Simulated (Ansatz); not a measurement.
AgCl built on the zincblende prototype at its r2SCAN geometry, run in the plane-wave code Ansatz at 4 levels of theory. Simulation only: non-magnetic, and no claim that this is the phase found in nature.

The PBE+SOC input:
```yaml
crystal:
  lattice:
    - [0.0, 2.9932645783, 2.9932645783]
    - [2.9932645783, 0.0, 2.9932645783]
    - [2.9932645783, 2.9932645783, 0.0]
  atoms:
    - { symbol: Ag, position: [0.0, 0.0, 0.0] }
    - { symbol: Cl, position: [0.25, 0.25, 0.25] }
kpoints:
  mp_grid: { grid: [8, 8, 8] }
  band_path:
    path:
      - [0.0, 0.0, 0.0]
      - [-0.5, -0.5, 0.0]
      - [-0.375, -0.375, 0.25]
      - [-0.375, 0.0, 0.375]
      - [0.0, 0.0, 0.5]
      - [-0.5, -0.25, 0.25]
    npoints: 1
hamiltonian:
  xc: pbe
scf:
  occupations: { method: fermi_dirac, width: 0.02 }
  n_extra_bands: 8
magnetization:
  noncollinear: true
  spin_orbit: true
output:
  forces: true
  stress: true
  eigenvalues: true
```

Main results, then, where recorded, the levels near the gap in eV from the Fermi energy (columns number the bands from 0), one row a point of the path (Γ, X, U, K, L, W):
```
Crystal: 2 atoms, lattice volume = 53.637 Å³
Symmetry: 24 space group operations + 24 with time reversal
Magnetic group: BNS 216.75 (UNI 1577)
```
```
Basis set: ecut = 420 eV, 1067 PW (Γ)
Bands: 34, of which v1, the nominal top of the filled ones, is band 26 counted from 1 (25 counted from 0)
k-points: 29 of 512 (time reversal used)
Free energy (F): -8673.293939 eV
Fermi energy:    5.845572 eV
--- Stress (GPa, compression-positive) ---
        1.149949       0.000000       0.000000
        0.000000       1.149949       0.000000
        0.000000       0.000000       1.149949
  P = ⅓ Tr σ = 1.1499 GPa (11.499 kbar)
```
```tsv
band_16	band_17	band_18	band_19	band_20	band_21	band_22	band_23	band_24	band_25	band_26	band_27	band_28	band_29	band_30	band_31
-2.817	-2.817	-2.817	-2.817	-0.701	-0.701	-0.701	-0.701	-0.577	-0.577	0.576	0.576	7.107	7.107	7.458	7.458
-2.957	-2.957	-2.500	-2.500	-2.486	-2.486	-2.007	-2.007	-1.907	-1.907	4.118	4.118	4.740	4.740	8.003	8.003
-3.146	-2.995	-2.672	-2.627	-2.477	-2.473	-2.156	-1.894	-1.724	-1.615	4.590	4.604	5.050	5.076	7.543	7.634
-3.146	-2.995	-2.672	-2.627	-2.477	-2.473	-2.156	-1.894	-1.724	-1.615	4.590	4.604	5.050	5.076	7.543	7.634
-3.028	-3.028	-2.664	-2.664	-2.467	-2.467	-1.328	-1.328	-1.140	-1.140	3.066	3.066	6.017	6.017	7.623	7.623
-3.124	-2.846	-2.755	-2.658	-2.404	-2.352	-2.340	-2.306	-1.776	-1.513	4.853	4.888	5.417	5.466	7.075	7.266
```

PBE+SOC gives a direct gap of 1.15 eV at Γ.

Q: In the first input these blocks are replaced (the band path and keys that only write files left aside):
```yaml
hamiltonian:
  xc: r2scan
scf:
  occupations: { method: fixed }
  n_extra_bands: 4
```
(magnetization left out)
What comes out?

A:
```
Basis set: ecut = 500 eV, 1363 PW (Γ)
Bands: 17, of which v1, the nominal top of the filled ones, is band 13 counted from 1 (12 counted from 0)
k-points: 29 of 512 (time reversal used)
Free energy (F): -8688.644257 eV
Fermi energy:    4.846445 eV
--- Stress (GPa, compression-positive) ---
        0.012707       0.000000       0.000000
        0.000000       0.012707       0.000000
        0.000000       0.000000       0.012707
  P = ⅓ Tr σ = 0.0127 GPa (0.127 kbar)
```
```tsv
band_8	band_9	band_10	band_11	band_12	band_13	band_14	band_15
-2.149	-2.149	0.000	0.000	0.000	1.647	8.649	8.649
-2.095	-1.999	-1.716	-1.371	-1.371	5.112	5.980	8.964
-2.207	-2.081	-1.870	-1.360	-1.069	5.790	6.123	8.604
-2.207	-2.081	-1.870	-1.360	-1.069	5.790	6.123	8.604
-2.083	-2.083	-1.991	-0.581	-0.581	4.247	7.028	8.925
-2.211	-1.916	-1.801	-1.794	-1.020	6.154	6.401	8.453
```
r2SCAN gives a direct gap of 1.65 eV at Γ. The mean stress is close to zero (0.01 GPa).

Q: In the first input these blocks are replaced (the band path and keys that only write files left aside):
```yaml
kpoints:
  mp_grid: { grid: [6, 6, 6] }
hamiltonian:
  xc: hse06
scf:
  occupations: { method: fixed }
  n_extra_bands: 4
```
(magnetization left out)
What comes out?

A:
```
Basis set: ecut = 420 eV, 1067 PW (Γ)
Bands: 17, of which v1, the nominal top of the filled ones, is band 13 counted from 1 (12 counted from 0)
k-points: 16 of 216 (time reversal used)
Exchange kernel: α = 0.2500, screened, ω = 0.2079 Å⁻¹, Wigner–Seitz truncation, v(0) = 1046.8075 eV·Å³, q-mesh 6×6×6
hybrid outer 1: dexx = +8.020e-3 eV, tail = 1.66e-5 eV
hybrid outer 2: dexx = +2.068e-7 eV, tail = 2.17e-8 eV, Δε = 1.56e-3 eV
Free energy (F): -8675.094219 eV
Fermi energy:    4.155020 eV
--- Stress (GPa, compression-positive) ---
        1.094195       0.000000       0.000000
        0.000000       1.094195       0.000000
        0.000000       0.000000       1.094195
  P = ⅓ Tr σ = 1.0942 GPa (10.942 kbar)
```
```tsv
band_8	band_9	band_10	band_11	band_12	band_13	band_14	band_15
-2.548	-2.548	0.000	0.000	0.000	2.712	9.664	9.664
-2.486	-2.403	-1.969	-1.541	-1.541	6.150	7.163	10.142
-2.561	-2.484	-2.263	-1.544	-1.197	6.887	7.293	9.748
-2.561	-2.484	-2.263	-1.544	-1.197	6.887	7.293	9.748
-2.486	-2.486	-2.396	-0.631	-0.631	5.339	8.211	9.986
-2.616	-2.263	-2.198	-1.951	-1.178	7.367	7.509	9.467
```
The HSE06 gap is direct at Γ: 2.71 eV. At this geometry HSE06 finds +1.1 GPa, compression counted positive: its own equilibrium volume is larger. The stress of a hybrid is loosely converged here.

DDH-PBE0. Against the first input these blocks differ (the band path and keys that only write files left aside):
```yaml
crystal:
  # lattice and atoms as above
  host: atoms
kpoints:
  mp_grid: { grid: [6, 6, 6] }
hamiltonian:
  xc:
    exchange: pbe
    correlation: pbe
    exx: { coeff: inverse_dielectric }
scf:
  occupations: { method: fixed }
  n_extra_bands: 4
```
(magnetization left out)

```
ε∞ on k-mesh 4×4×4 of a primitive cell: xx 3.8729, yy 3.8729, zz 3.8729; 3/Tr ε∞, of that cell with its empty space = 0.2582034380685254
Basis set: ecut = 420 eV, 1067 PW (Γ)
Bands: 17, of which v1, the nominal top of the filled ones, is band 13 counted from 1 (12 counted from 0)
k-points: 16 of 216 (time reversal used)
hybrid outer 1: dexx = +1.327e-2 eV, tail = 2.43e-5 eV
hybrid outer 2: dexx = +5.320e-7 eV, tail = 2.42e-8 eV, Δε = 1.66e-3 eV
Free energy (F): -8674.818428 eV
Fermi energy:    3.718733 eV
--- Stress (GPa, compression-positive) ---
        1.031262       0.000000       0.000000
        0.000000       1.031262       0.000000
        0.000000       0.000000       1.031262
  P = ⅓ Tr σ = 1.0313 GPa (10.313 kbar)
```
```tsv
band_8	band_9	band_10	band_11	band_12	band_13	band_14	band_15
-2.590	-2.590	0.000	0.000	0.000	3.502	10.499	10.499
-2.531	-2.445	-1.999	-1.564	-1.564	6.949	8.012	10.968
-2.603	-2.526	-2.304	-1.571	-1.216	7.706	8.133	10.574
-2.603	-2.526	-2.304	-1.571	-1.216	7.706	8.133	10.574
-2.528	-2.528	-2.439	-0.642	-0.642	6.161	9.038	10.821
-2.659	-2.301	-2.238	-1.983	-1.200	8.224	8.321	10.299
```

With DDH-PBE0 the gap is 3.50 eV and direct, at Γ. At this geometry DDH-PBE0 finds +1.0 GPa, compression counted positive: its own equilibrium volume is larger. The stress of a hybrid is loosely converged here.

Small level splittings and stresses of the hybrids carry the error of their coarser meshes.

Totals of different functionals, or with and without spin-orbit coupling, can't be compared.

Only the levels marked +SOC include spin-orbit coupling.
